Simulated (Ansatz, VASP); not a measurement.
## One calculation of Hf, two programs

Contents of INCAR:

```
SYSTEM = Hf
PREC = Accurate
ENCUT = 520
EDIFF = 1E-6
ISMEAR = -1
SIGMA = 0.05
LREAL = .False.
LASPH = .True.
NELM = 60
ALGO = Normal
ISIF = 2
LWAVE = .False.
LCHARG = .False.
GGA = CA
NBANDS = 22
```

KPOINTS

```
Automatic mesh
0
Gamma
  6 6 9
  0 0 0
```

File POSCAR:

```
Hf
1.0
    4.9951936113      0.0000000000      0.0000000000
   -2.4975968057      4.3259645642      0.0000000000
    0.0000000000      0.0000000000      3.1066714698
Hf
3
Direct
    0.0000000000      0.0000000000      0.0000000000
    0.3333333333      0.6666666667      0.5000000000
    0.6666666667      0.3333333333      0.5000000000
```

input.yaml

```yaml
crystal:
  lattice:
    - [4.9951936113, 0.0, 0.0]
    - [-2.4975968057, 4.3259645642, 0.0]
    - [0.0, 0.0, 3.1066714698]
  atoms:
    - { symbol: Hf, position: [0.0, 0.0, 0.0] }
    - { symbol: Hf, position: [0.3333333333, 0.6666666667, 0.5] }
    - { symbol: Hf, position: [0.6666666667, 0.3333333333, 0.5] }
kpoints:
  mp_grid: { grid: [6, 6, 9] }
scf:
  occupations: { method: fermi_dirac, width: 0.05 }
hamiltonian:
  xc: lda
  pseudopotentials: { kind: all_electron, lapw: { basis_error: 0.002 } }
output:
  forces: true
  stress: true
  eigenvalues: true
```

Change from the starting cell: volume scaled by 1.02.

Alike in both runs: task single point; functional LDA; k mesh 6 × 6 × 9; occupations fermi-dirac, width 0.05 eV; no spin polarisation.

|  | VASP | Ansatz |
| --- | --- | --- |
| version | VASP 6.6.1 | Ansatz 0.2.0 |
| potentials or method | VASP PAW LDA potentials, release 64 (Hf_pv) | all-electron LAPW, scalar-relativistic |
| plane-wave cutoff (eV) | 520 | see its input |

Ansatz gave:

- gap on the k mesh at the Fermi level (eV): none
- pressure (GPa): -8.5
- largest component of the traceless stress (GPa): 0.59

Q: Which values does VASP return?

A: gap on the k mesh at the Fermi level (eV): none; pressure (GPa): -8.5; largest component of the traceless stress (GPa): 0.70.

A gap of «none» marks a metal or a gap that the smearing closes. Ansatz ran all-electron here, so the differences hold the error of VASP's frozen core and of both bases.

The runs have no spin-orbit coupling, so splittings on Hf are missing.
